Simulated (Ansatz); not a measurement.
I need band-curvature effective masses by finite differences of TiPbO3, space group P4mm. Use the Python package of Ansatz (0.2.0). Use (first run): PBE, PAW, the default cutoff (420 eV here), 6×6×4 k-points, fixed occupations.

```xyz
5
Lattice="3.8992 0.0000 0.0000 0.0000 3.8992 0.0000 0.0000 0.0000 4.1499" Properties=species:S:1:pos:R:3 pbc="T T T"
Ti    1.9496    1.9496    2.2335
Pb    0.0000    0.0000    0.0000
O     1.9496    1.9496    0.4689
O     1.9496    0.0000    2.5522
O     0.0000    1.9496    2.5522
```

Script `mass.py`:
```python
import warnings

import ansatz as az
import numpy as np

warnings.simplefilter("ignore", az.DeckWarning)

vectors = np.array([
    [3.8992, 0.0, 0.0],
    [0.0, 3.8992, 0.0],
    [0.0, 0.0, 4.1499],
])
system = (
    az.Lattice.of(vectors)
    .atom("Ti", (0.5, 0.5, 0.5382))
    .atom("Pb", (0.0, 0.0, 0.0))
    .atom("O", (0.5, 0.5, 0.113))
    .atom("O", (0.5, 0.0, 0.615))
    .atom("O", (0.0, 0.5, 0.615))
)

calc = system.calculation()
calc = calc.functional("pbe")
calc = calc.kpoints(6, 6, 4)
calc = calc.occupations("fixed")
out = calc.band_table().run(threads=1, backend="cpu")
data = out.report
levels = np.array(data["eigenvalues_ev"])
filled = round(data["n_electrons"] / 2)
edges = {"top filled band": (filled - 1, levels[:, filled - 1].argmax()), "lowest empty band": (filled, levels[:, filled].argmin())}
gap = levels[:, filled].min() - levels[:, filled - 1].max()
print(f"gap on the mesh {gap:.3f} eV")
if gap <= 0.05:
    print("no gap: band-edge masses have no meaning here")
    edges = {}
reciprocal = 2 * np.pi * np.linalg.inv(out.lattice.cell_ang).T
step = 0.008  # 1/A

pairs = [(0, 1), (0, 2), (1, 2)]
moves = [sign * axis for axis in np.eye(3) for sign in (-1, 1)]
moves += [s1 * np.eye(3)[i] + s2 * np.eye(3)[j] for i, j in pairs for s1 in (1, -1) for s2 in (1, -1)]
for name, (band, index) in edges.items():
    together = int(np.sum(np.abs(levels[index] - levels[index, band]) < 2e-3))
    print(name, "at k =", np.round(data["kpoints_frac"][index], 4), f"E = {levels[index, band]:.4f} eV, degeneracy {together}")
    centre = np.array(data["kpoints_frac"][index]) @ reciprocal
    points = [centre] + [centre + step * move for move in moves]
    table = calc.band_structure(points, intervals=1, cartesian=True).run(threads=1, backend="cpu").band_structure().channels[0].eigenvalues_ev
    if together > 1:
        level = np.flatnonzero(np.abs(levels[index] - levels[index, band]) < 2e-3)
        along = (table[1, level] + table[2, level] - 2 * table[0, level]) / step ** 2
        print("  degenerate level, no single mass tensor; masses of its branches along x:", np.round(7.61996 / along, 3), "m_e")
        continue
    e = table[:, band]
    hessian = np.diag((e[1:7:2] + e[2:7:2] - 2 * e[0]) / step ** 2)
    for (i, j), (pp, pm, mp, mm) in zip(pairs, e[7:].reshape(3, 4)):
        hessian[i, j] = hessian[j, i] = (pp - pm - mp + mm) / (4 * step ** 2)
    curvatures, axes = np.linalg.eigh(hessian)
    slope = (e[2:7:2] - e[1:7:2]) / (2 * step)
    print("  slope (eV A):", np.round(slope, 3) + 0.0, "" if np.abs(slope).max() < 0.05 else "- no extremum here, so these are local curvatures and no band-edge masses")
    for curvature, axis in zip(curvatures, axes.T):
        print(f"  principal mass {7.61996 / curvature:8.3f} m_e along", np.round(axis, 2) + 0.0)
```

```console
$ python mass.py
gap on the mesh 1.768 eV
top filled band at k = [ 0.  -0.5  0. ] E = 10.4225 eV, degeneracy 1
  slope (eV A): [0. 0. 0.]
  principal mass   -0.274 m_e along [ 0. -1.  0.]
  principal mass   -0.692 m_e along [1. 0. 0.]
  principal mass   -0.939 m_e along [0. 0. 1.]
lowest empty band at k = [ 0.   0.  -0.5] E = 12.1903 eV, degeneracy 1
  slope (eV A): [0. 0. 0.]
  principal mass  572.911 m_e along [0. 0. 1.]
  principal mass    0.557 m_e along [-0.14  0.99  0.  ]
  principal mass    0.557 m_e along [-0.99 -0.14  0.  ]
```

Reading the output:
- Spin is left out of this run.
- Spin-orbit coupling, left out here, can change this gap by several tenths of an eV, and inverted bands can meet off the mesh.
- The computed bands are complete only to about 3.5 eV above the Fermi level.
- The structure is a deposited one; some such entries were measured under pressure or heat, so a shift against it needn't be the functional's error alone.
- Levels are Kohn-Sham eigenvalues on this mesh, without spin-orbit coupling.
- The masses are finite-difference curvatures at extrema found on a coarse mesh, which needn't be the true band edges; a step that is long against the gap makes them too heavy. Negative values are curvatures of valence bands (the hole mass is their size). Spin-orbit coupling is left out, and light masses scale with the Kohn-Sham gap.
- Timing: 17 s on 1 thread of Arm Neoverse V2, on a shared host, peak memory 0.44 GiB.
